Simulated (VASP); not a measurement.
# Tl (P6_3/mmc) in VASP: further runs, part 6 of 8

VASP 6.6.1. Earlier steps stand in the parts before.

### Step 69. Equation of state, PBEsol, 27.72 Å³/atom

Contents of INCAR:

```
SYSTEM = Tl
ADDGRID  = .False.      
ALGO     = Normal         ! electronic algorithm
EDIFF    = 1E-6           ! SCF threshold, eV
ENCUT    = 550            ! plane-wave cutoff, eV
GGA      = PS             ! functional
ISIF     = 2              ! what is computed and relaxed
ISMEAR   = 1              ! smearing method
LASPH    = .True.         ! aspherical terms in the spheres
LCHARG   = .False.        ! write CHGCAR
LREAL    = .False.        ! projectors in reciprocal space
LWAVE    = .False.        ! write WAVECAR
NELM     = 100            ! most SCF steps
PREC     = Accurate       ! precision mode
SIGMA    = 0.1            ! smearing width, eV
```

Contents of KPOINTS:

```
k-points
0
Gamma
  6 6 4
  0 0 0
```

Contents of POSCAR:

```
Tl
1.0
    3.4210885222      0.0000000000      0.0000000000
   -1.7105442611      2.9627495688      0.0000000000
    0.0000000000      0.0000000000      5.4691881034
Tl
2
Direct
    0.6666666667      0.3333333333      0.7500000000
    0.3333333333      0.6666666667      0.2500000000
```

Potentials or basis: VASP PAW PBE potentials, release 64 (Tl_d).

The run is started by

```console
$ cat potpaw_PBE.64/Tl_d/POTCAR > POTCAR
$ mpirun -np 1 vasp_std > vasp.out
```

Wall time 9.8 s (1 thread of AMD EPYC 9R45 (Zen 5), shared host); peak memory 0.14 GiB.

The run converged, but some of its settings lie outside the range that counts as converged, so its numbers aren't taken as properties of the crystal.

What came out:

```yaml
Free_energy: -5.2277 eV
Pressure: 1.1 GPa
Band_gap_on_the_k_mesh: none (metal or under the smearing width)
```

Caveat: the PAW data sets were made with another functional, which shifts forces and pressure a little.

### Step 70. Equation of state, PBEsol, 29.43 Å³/atom

INCAR is that of step 69.

KPOINTS is that of step 69.

Contents of POSCAR:

```
Tl
1.0
    3.4902200473      0.0000000000      0.0000000000
   -1.7451100236      3.0226192258      0.0000000000
    0.0000000000      0.0000000000      5.5797065281
Tl
2
Direct
    0.6666666667      0.3333333333      0.7500000000
    0.3333333333      0.6666666667      0.2500000000
```

The run is started by

```console
$ cat potpaw_PBE.64/Tl_d/POTCAR > POTCAR
$ mpirun -np 1 vasp_std > vasp.out
```

Run time: 11 s. Hardware: 1 thread of AMD EPYC 9R45 (Zen 5), shared host; peak memory 0.15 GiB.

These settings aren't checked as converged: the numbers below hold their error.

What came out:

- Free energy: -5.2275 eV
- Pressure: -1.1 GPa
- Band gap on the k mesh: none (metal or under the smearing width)

Caveat: the PAW data sets were made with another functional, which shifts forces and pressure a little.

### Step 71. Equation of state, PBEsol, 27.72 Å³/atom

INCAR, as its differences from that of step 70:

```diff
@@ -4,3 +4,3 @@
 EDIFF    = 1E-6           ! SCF threshold, eV
-ENCUT    = 550            ! plane-wave cutoff, eV
+ENCUT    = 400            ! plane-wave cutoff, eV
 GGA      = PS             ! functional
```

Contents of KPOINTS:

```
k-points
0
Gamma
  8 8 4
  0 0 0
```

Contents of POSCAR:

```
Tl
1.0
    3.4210885222      0.0000000000      0.0000000000
   -1.7105442611      2.9627495688      0.0000000000
    0.0000000000      0.0000000000      5.4691881034
Tl
2
Direct
    0.6666666667      0.3333333333      0.7500000000
    0.3333333333      0.6666666667      0.2500000000
```

The run is started by

```console
$ cat potpaw_PBE.64/Tl_d/POTCAR > POTCAR
$ mpirun -np 1 vasp_std > vasp.out
```

It took 8.1 s on 1 thread of AMD EPYC 9R45 (Zen 5), shared host; peak memory 0.12 GiB.

The run converged, but some of its settings lie outside the range that counts as converged, so its numbers aren't taken as properties of the crystal.

What came out:

```yaml
Free_energy: -5.1427 eV
Pressure: 1.8 GPa
Band_gap_on_the_k_mesh: none (metal or under the smearing width)
```

Caveat: the PAW data sets were made with another functional, which shifts forces and pressure a little.

### Step 72. Equation of state, PBEsol, 29.43 Å³/atom

INCAR is that of step 71.

KPOINTS is that of step 71.

Contents of POSCAR:

```
Tl
1.0
    3.4902200473      0.0000000000      0.0000000000
   -1.7451100236      3.0226192258      0.0000000000
    0.0000000000      0.0000000000      5.5797065281
Tl
2
Direct
    0.6666666667      0.3333333333      0.7500000000
    0.3333333333      0.6666666667      0.2500000000
```

Potentials or basis: VASP PAW PBE potentials, release 64 (Tl_d).

The run is started by

```console
$ cat potpaw_PBE.64/Tl_d/POTCAR > POTCAR
$ mpirun -np 1 vasp_std > vasp.out
```

Run time: 8.7 s. Hardware: 1 thread of AMD EPYC 9R45 (Zen 5), shared host; peak memory 0.12 GiB.

These settings aren't checked as converged: the numbers below hold their error.

What came out:

* Free energy: -5.1569 eV
* Pressure: -0.5 GPa
* Band gap on the k mesh: none (metal or under the smearing width)

Caveat: the PAW data sets were made with another functional, which shifts forces and pressure a little.

### Step 73. Equation of state, PBEsol, 27.72 Å³/atom

INCAR, as its differences from that of step 72:

```diff
@@ -4,3 +4,3 @@
 EDIFF    = 1E-6           ! SCF threshold, eV
-ENCUT    = 400            ! plane-wave cutoff, eV
+ENCUT    = 450            ! plane-wave cutoff, eV
 GGA      = PS             ! functional
```

KPOINTS is that of step 72.

Contents of POSCAR:

```
Tl
1.0
    3.4210885222      0.0000000000      0.0000000000
   -1.7105442611      2.9627495688      0.0000000000
    0.0000000000      0.0000000000      5.4691881034
Tl
2
Direct
    0.6666666667      0.3333333333      0.7500000000
    0.3333333333      0.6666666667      0.2500000000
```

The run is started by

```console
$ cat potpaw_PBE.64/Tl_d/POTCAR > POTCAR
$ mpirun -np 1 vasp_std > vasp.out
```

Run time: 9.3 s. Hardware: 1 thread of AMD EPYC 9R45 (Zen 5), shared host; peak memory 0.13 GiB.

These settings aren't checked as converged: the numbers below hold their error.

Results:

* Free energy: -5.1430 eV
* Pressure: 1.9 GPa
* Band gap on the k mesh: none (metal or under the smearing width)

Caveat: the PAW data sets were made with another functional, which shifts forces and pressure a little.

### Step 74. Equation of state, PBEsol, 29.43 Å³/atom

INCAR is that of step 73.

KPOINTS is that of step 73.

Contents of POSCAR:

```
Tl
1.0
    3.4902200473      0.0000000000      0.0000000000
   -1.7451100236      3.0226192258      0.0000000000
    0.0000000000      0.0000000000      5.5797065281
Tl
2
Direct
    0.6666666667      0.3333333333      0.7500000000
    0.3333333333      0.6666666667      0.2500000000
```

The run is started by

```console
$ cat potpaw_PBE.64/Tl_d/POTCAR > POTCAR
$ mpirun -np 1 vasp_std > vasp.out
```

Run time: 9.2 s. Hardware: 1 thread of AMD EPYC 9R45 (Zen 5), shared host; peak memory 0.13 GiB.

These settings aren't checked as converged: the numbers below hold their error.

Results:

* Free energy: -5.1573 eV
* Pressure: -0.4 GPa
* Band gap on the k mesh: none (metal or under the smearing width)

Caveat: the PAW data sets were made with another functional, which shifts forces and pressure a little.

### Step 75. Equation of state, PBEsol, 27.72 Å³/atom

INCAR, as its differences from that of step 74:

```diff
@@ -4,3 +4,3 @@
 EDIFF    = 1E-6           ! SCF threshold, eV
-ENCUT    = 450            ! plane-wave cutoff, eV
+ENCUT    = 700            ! plane-wave cutoff, eV
 GGA      = PS             ! functional
```

Contents of KPOINTS:

```
k-points
0
Gamma
  6 6 4
  0 0 0
```

Contents of POSCAR:

```
Tl
1.0
    3.4210885222      0.0000000000      0.0000000000
   -1.7105442611      2.9627495688      0.0000000000
    0.0000000000      0.0000000000      5.4691881034
Tl
2
Direct
    0.6666666667      0.3333333333      0.7500000000
    0.3333333333      0.6666666667      0.2500000000
```

Potentials or basis: VASP PAW PBE potentials, release 64 (Tl_d).

The run is started by

```console
$ cat potpaw_PBE.64/Tl_d/POTCAR > POTCAR
$ mpirun -np 1 vasp_std > vasp.out
```

Run time: 12 s. Hardware: 1 thread of AMD EPYC 9R45 (Zen 5), shared host; peak memory 0.17 GiB.

The run converged, but some of its settings lie outside the range that counts as converged, so its numbers aren't taken as properties of the crystal.

What came out:

| Quantity | Value |
| --- | --- |
| Free energy | -5.2280 eV |
| Pressure | 1.2 GPa |
| Band gap on the k mesh | none (metal or under the smearing width) |

Caveat: the PAW data sets were made with another functional, which shifts forces and pressure a little.

### Step 76. Equation of state, PBEsol, 29.43 Å³/atom

INCAR is that of step 75.

KPOINTS is that of step 75.

Contents of POSCAR:

```
Tl
1.0
    3.4902200473      0.0000000000      0.0000000000
   -1.7451100236      3.0226192258      0.0000000000
    0.0000000000      0.0000000000      5.5797065281
Tl
2
Direct
    0.6666666667      0.3333333333      0.7500000000
    0.3333333333      0.6666666667      0.2500000000
```

The run is started by

```console
$ cat potpaw_PBE.64/Tl_d/POTCAR > POTCAR
$ mpirun -np 1 vasp_std > vasp.out
```

Run time: 12 s. Hardware: 1 thread of AMD EPYC 9R45 (Zen 5), shared host; peak memory 0.18 GiB.

These settings aren't checked as converged: the numbers below hold their error.

What came out:

```yaml
Free_energy: -5.2279 eV
Pressure: -1.1 GPa
Band_gap_on_the_k_mesh: none (metal or under the smearing width)
```

Caveat: the PAW data sets were made with another functional, which shifts forces and pressure a little.

### Step 77. Equation of state, PBEsol, 27.72 Å³/atom

INCAR, as its differences from that of step 76:

```diff
@@ -4,3 +4,3 @@
 EDIFF    = 1E-6           ! SCF threshold, eV
-ENCUT    = 700            ! plane-wave cutoff, eV
+ENCUT    = 550            ! plane-wave cutoff, eV
 GGA      = PS             ! functional
```

Contents of KPOINTS:

```
k-points
0
Gamma
  8 8 4
  0 0 0
```

Contents of POSCAR:

```
Tl
1.0
    3.4210885222      0.0000000000      0.0000000000
   -1.7105442611      2.9627495688      0.0000000000
    0.0000000000      0.0000000000      5.4691881034
Tl
2
Direct
    0.6666666667      0.3333333333      0.7500000000
    0.3333333333      0.6666666667      0.2500000000
```

The run is started by

```console
$ cat potpaw_PBE.64/Tl_d/POTCAR > POTCAR
$ mpirun -np 1 vasp_std > vasp.out
```

Run time: 13 s. Hardware: 1 thread of AMD EPYC 9R45 (Zen 5), shared host; peak memory 0.15 GiB.

These settings aren't checked as converged: the numbers below hold their error.

What came out:

| Quantity | Value |
| --- | --- |
| Free energy | -5.1424 eV |
| Pressure | 1.8 GPa |
| Band gap on the k mesh | none (metal or under the smearing width) |

Caveat: the PAW data sets were made with another functional, which shifts forces and pressure a little.

### Step 78. Equation of state, PBEsol, 29.43 Å³/atom

INCAR is that of step 77.

KPOINTS is that of step 77.

Contents of POSCAR:

```
Tl
1.0
    3.4902200473      0.0000000000      0.0000000000
   -1.7451100236      3.0226192258      0.0000000000
    0.0000000000      0.0000000000      5.5797065281
Tl
2
Direct
    0.6666666667      0.3333333333      0.7500000000
    0.3333333333      0.6666666667      0.2500000000
```

Potentials or basis: VASP PAW PBE potentials, release 64 (Tl_d).

The run is started by

```console
$ cat potpaw_PBE.64/Tl_d/POTCAR > POTCAR
$ mpirun -np 1 vasp_std > vasp.out
```

Wall time 15 s (1 thread of AMD EPYC 9R45 (Zen 5), shared host); peak memory 0.16 GiB.

The run converged, but some of its settings lie outside the range that counts as converged, so its numbers aren't taken as properties of the crystal.

Results:

```
Free energy            : -5.1566 eV
Pressure               : -0.5 GPa
Band gap on the k mesh : none (metal or under the smearing width)
```

Caveat: the PAW data sets were made with another functional, which shifts forces and pressure a little.

### Step 79. Equation of state, PBEsol, 27.72 Å³/atom

INCAR, as its differences from that of step 78:

```diff
@@ -4,3 +4,3 @@
 EDIFF    = 1E-6           ! SCF threshold, eV
-ENCUT    = 550            ! plane-wave cutoff, eV
+ENCUT    = 900            ! plane-wave cutoff, eV
 GGA      = PS             ! functional
```

Contents of KPOINTS:

```
k-points
0
Gamma
  6 6 4
  0 0 0
```

Contents of POSCAR:

```
Tl
1.0
    3.4210885222      0.0000000000      0.0000000000
   -1.7105442611      2.9627495688      0.0000000000
    0.0000000000      0.0000000000      5.4691881034
Tl
2
Direct
    0.6666666667      0.3333333333      0.7500000000
    0.3333333333      0.6666666667      0.2500000000
```

The run is started by

```console
$ cat potpaw_PBE.64/Tl_d/POTCAR > POTCAR
$ mpirun -np 1 vasp_std > vasp.out
```

Wall time 19 s (1 thread of AMD EPYC 9R45 (Zen 5), shared host); peak memory 0.22 GiB.

These settings aren't checked as converged: the numbers below hold their error.

Results:

- Free energy: -5.2280 eV
- Pressure: 1.3 GPa
- Band gap on the k mesh: none (metal or under the smearing width)

Caveat: the PAW data sets were made with another functional, which shifts forces and pressure a little.

### Step 80. Equation of state, PBEsol, 29.43 Å³/atom

INCAR is that of step 79.

KPOINTS is that of step 79.

Contents of POSCAR:

```
Tl
1.0
    3.4902200473      0.0000000000      0.0000000000
   -1.7451100236      3.0226192258      0.0000000000
    0.0000000000      0.0000000000      5.5797065281
Tl
2
Direct
    0.6666666667      0.3333333333      0.7500000000
    0.3333333333      0.6666666667      0.2500000000
```

The run is started by

```console
$ cat potpaw_PBE.64/Tl_d/POTCAR > POTCAR
$ mpirun -np 1 vasp_std > vasp.out
```

Run time: 20 s. Hardware: 1 thread of AMD EPYC 9R45 (Zen 5), shared host; peak memory 0.22 GiB.

The run converged, but some of its settings lie outside the range that counts as converged, so its numbers aren't taken as properties of the crystal.

Results:

- Free energy: -5.2279 eV
- Pressure: -1.0 GPa
- Band gap on the k mesh: none (metal or under the smearing width)

Caveat: the PAW data sets were made with another functional, which shifts forces and pressure a little.

### Step 81. Equation of state, PBEsol, 27.72 Å³/atom

INCAR, as its differences from that of step 80:

```diff
@@ -4,3 +4,3 @@
 EDIFF    = 1E-6           ! SCF threshold, eV
-ENCUT    = 900            ! plane-wave cutoff, eV
+ENCUT    = 250            ! plane-wave cutoff, eV
 GGA      = PS             ! functional
```

Contents of KPOINTS:

```
k-points
0
Gamma
  13 13 7
  0 0 0
```

Contents of POSCAR:

```
Tl
1.0
    3.4210885222      0.0000000000      0.0000000000
   -1.7105442611      2.9627495688      0.0000000000
    0.0000000000      0.0000000000      5.4691881034
Tl
2
Direct
    0.6666666667      0.3333333333      0.7500000000
    0.3333333333      0.6666666667      0.2500000000
```

Potentials or basis: VASP PAW PBE potentials, release 64 (Tl_d).

The run is started by

```console
$ cat potpaw_PBE.64/Tl_d/POTCAR > POTCAR
$ mpirun -np 1 vasp_std > vasp.out
```

It took 10 s on 1 thread of AMD EPYC 9R45 (Zen 5), shared host; peak memory 0.1 GiB.

The run converged, but some of its settings lie outside the range that counts as converged, so its numbers aren't taken as properties of the crystal.

Results:

```yaml
Free_energy: -5.2721 eV
Band_gap_on_the_k_mesh: none (metal or under the smearing width)
```

Caveat: the cutoff is under 1.25 times the usual one of these potentials, so pressure, stress and relaxed cells hold a basis-set (Pulay) error; the PAW data sets were made with another functional, which shifts forces and pressure a little.

### Step 82. Equation of state, PBEsol, 29.43 Å³/atom

INCAR is that of step 81.

KPOINTS is that of step 81.

Contents of POSCAR:

```
Tl
1.0
    3.4902200473      0.0000000000      0.0000000000
   -1.7451100236      3.0226192258      0.0000000000
    0.0000000000      0.0000000000      5.5797065281
Tl
2
Direct
    0.6666666667      0.3333333333      0.7500000000
    0.3333333333      0.6666666667      0.2500000000
```

The run is started by

```console
$ cat potpaw_PBE.64/Tl_d/POTCAR > POTCAR
$ mpirun -np 1 vasp_std > vasp.out
```

Run time: 11 s. Hardware: 1 thread of AMD EPYC 9R45 (Zen 5), shared host; peak memory 0.11 GiB.

The run converged, but some of its settings lie outside the range that counts as converged, so its numbers aren't taken as properties of the crystal.

Results:

| Item | Value |
| --- | --- |
| Free energy | -5.2737 eV |
| Band gap on the k mesh | none (metal or under the smearing width) |

Caveat: the cutoff is under 1.25 times the usual one of these potentials, so pressure, stress and relaxed cells hold a basis-set (Pulay) error; the PAW data sets were made with another functional, which shifts forces and pressure a little.

### Step 83. Equation of state, PBEsol, 27.72 Å³/atom

INCAR, as its differences from that of step 82:

```diff
@@ -4,3 +4,3 @@
 EDIFF    = 1E-6           ! SCF threshold, eV
-ENCUT    = 250            ! plane-wave cutoff, eV
+ENCUT    = 350            ! plane-wave cutoff, eV
 GGA      = PS             ! functional
```

KPOINTS is that of step 82.

Contents of POSCAR:

```
Tl
1.0
    3.4210885222      0.0000000000      0.0000000000
   -1.7105442611      2.9627495688      0.0000000000
    0.0000000000      0.0000000000      5.4691881034
Tl
2
Direct
    0.6666666667      0.3333333333      0.7500000000
    0.3333333333      0.6666666667      0.2500000000
```

The run is started by

```console
$ cat potpaw_PBE.64/Tl_d/POTCAR > POTCAR
$ mpirun -np 1 vasp_std > vasp.out
```

Run time: 19 s. Hardware: 1 thread of AMD EPYC 9R45 (Zen 5), shared host; peak memory 0.14 GiB.

These settings aren't checked as converged: the numbers below hold their error.

Results:

```
Free energy            : -5.2556 eV
Pressure               : 0.7 GPa
Band gap on the k mesh : none (metal or under the smearing width)
```

Caveat: the PAW data sets were made with another functional, which shifts forces and pressure a little.

### Step 84. Equation of state, PBEsol, 29.43 Å³/atom

INCAR is that of step 83.

KPOINTS is that of step 83.

Contents of POSCAR:

```
Tl
1.0
    3.4902200473      0.0000000000      0.0000000000
   -1.7451100236      3.0226192258      0.0000000000
    0.0000000000      0.0000000000      5.5797065281
Tl
2
Direct
    0.6666666667      0.3333333333      0.7500000000
    0.3333333333      0.6666666667      0.2500000000
```

Potentials or basis: VASP PAW PBE potentials, release 64 (Tl_d).

The run is started by

```console
$ cat potpaw_PBE.64/Tl_d/POTCAR > POTCAR
$ mpirun -np 1 vasp_std > vasp.out
```

It took 23 s on 1 thread of AMD EPYC 9R45 (Zen 5), shared host; peak memory 0.14 GiB.

These settings aren't checked as converged: the numbers below hold their error.

What came out:

* Free energy: -5.2572 eV
* Pressure: -1.5 GPa
* Band gap on the k mesh: none (metal or under the smearing width)

Caveat: the PAW data sets were made with another functional, which shifts forces and pressure a little.

### Step 85. Equation of state, PBEsol, 27.72 Å³/atom

INCAR, as its differences from that of step 84:

```diff
@@ -4,3 +4,3 @@
 EDIFF    = 1E-6           ! SCF threshold, eV
-ENCUT    = 350            ! plane-wave cutoff, eV
+ENCUT    = 400            ! plane-wave cutoff, eV
 GGA      = PS             ! functional
```

KPOINTS is that of step 84.

Contents of POSCAR:

```
Tl
1.0
    3.4210885222      0.0000000000      0.0000000000
   -1.7105442611      2.9627495688      0.0000000000
    0.0000000000      0.0000000000      5.4691881034
Tl
2
Direct
    0.6666666667      0.3333333333      0.7500000000
    0.3333333333      0.6666666667      0.2500000000
```

The run is started by

```console
$ cat potpaw_PBE.64/Tl_d/POTCAR > POTCAR
$ mpirun -np 1 vasp_std > vasp.out
```

Run time: 18 s. Hardware: 1 thread of AMD EPYC 9R45 (Zen 5), shared host; peak memory 0.14 GiB.

The run converged, but some of its settings lie outside the range that counts as converged, so its numbers aren't taken as properties of the crystal.

Results:

- Free energy: -5.2563 eV
- Pressure: 1.2 GPa
- Band gap on the k mesh: none (metal or under the smearing width)

Caveat: the PAW data sets were made with another functional, which shifts forces and pressure a little.

### Step 86. Equation of state, PBEsol, 29.43 Å³/atom

INCAR is that of step 85.

KPOINTS is that of step 85.

Contents of POSCAR:

```
Tl
1.0
    3.4902200473      0.0000000000      0.0000000000
   -1.7451100236      3.0226192258      0.0000000000
    0.0000000000      0.0000000000      5.5797065281
Tl
2
Direct
    0.6666666667      0.3333333333      0.7500000000
    0.3333333333      0.6666666667      0.2500000000
```

The run is started by

```console
$ cat potpaw_PBE.64/Tl_d/POTCAR > POTCAR
$ mpirun -np 1 vasp_std > vasp.out
```

It took 19 s on 1 thread of AMD EPYC 9R45 (Zen 5), shared host; peak memory 0.15 GiB.

The run converged, but some of its settings lie outside the range that counts as converged, so its numbers aren't taken as properties of the crystal.

Results:

```yaml
Free_energy: -5.2581 eV
Pressure: -1.1 GPa
Band_gap_on_the_k_mesh: none (metal or under the smearing width)
```

Caveat: the PAW data sets were made with another functional, which shifts forces and pressure a little.

(Continued in part 7 of 8.)
